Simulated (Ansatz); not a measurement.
What DFT gives for LiNbO$_{3}$

```yaml
crystal:
  lattice:
    - [2.64597, 1.52766, 4.63760]
    - [-2.64597, 1.52766, 4.63760]
    - [0.00000, -3.05531, 4.63760]
  atoms:
    - { symbol: Li, position: [0.27620, 0.27620, 0.27620] }
    - { symbol: Li, position: [0.77620, 0.77620, 0.77620] }
    - { symbol: Nb, position: [0.00930, 0.00930, 0.00930] }
    - { symbol: Nb, position: [0.50930, 0.50930, 0.50930] }
    - { symbol: O, position: [0.14020, 0.35610, 0.75360] }
    - { symbol: O, position: [0.75360, 0.14020, 0.35610] }
    - { symbol: O, position: [0.35610, 0.75360, 0.14020] }
    - { symbol: O, position: [0.25360, 0.85610, 0.64020] }
    - { symbol: O, position: [0.85610, 0.64020, 0.25360] }
    - { symbol: O, position: [0.64020, 0.25360, 0.85610] }
```

The numbers come from plane-wave PAW DFT (Ansatz): PBE, no spin polarisation, 420 eV, 6×6×6 Γ-centred k points, fermi-dirac occupations (width 0.1 eV). Nothing was relaxed.

Q: What is the character of the valence top and the conduction bottom?

A: Within 0.7 eV of the edges, the states project mainly on O p (95 %) below the gap and on Nb d (83 %) and O p (14 %) above it.

Q: Is it stable against the elements?

A: -2.54 eV an atom against the elements' usual phases (free molecules for gases, crystals otherwise, with no correction for O₂ or N₂), so it is bound against them; other compounds may still compete. Relaxing would lower it.

Q: What does the stress say?

A: The pressure is -1.1 GPa (compression positive), so with the atoms held at these fractions the cell would first shrink.

Q: Give the Bader charges.

A: Bader charges in e: Li +0.91, Nb +2.77, O -1.23. In the mean Nb gives up most and O takes most.

Q: Metal or insulator? Give the gap.

A: The gap is 2.80 eV, indirect (the least direct gap found is 2.83 eV). A semilocal functional usually gives too small a gap.

Origin: a database entry at a rescaled volume.
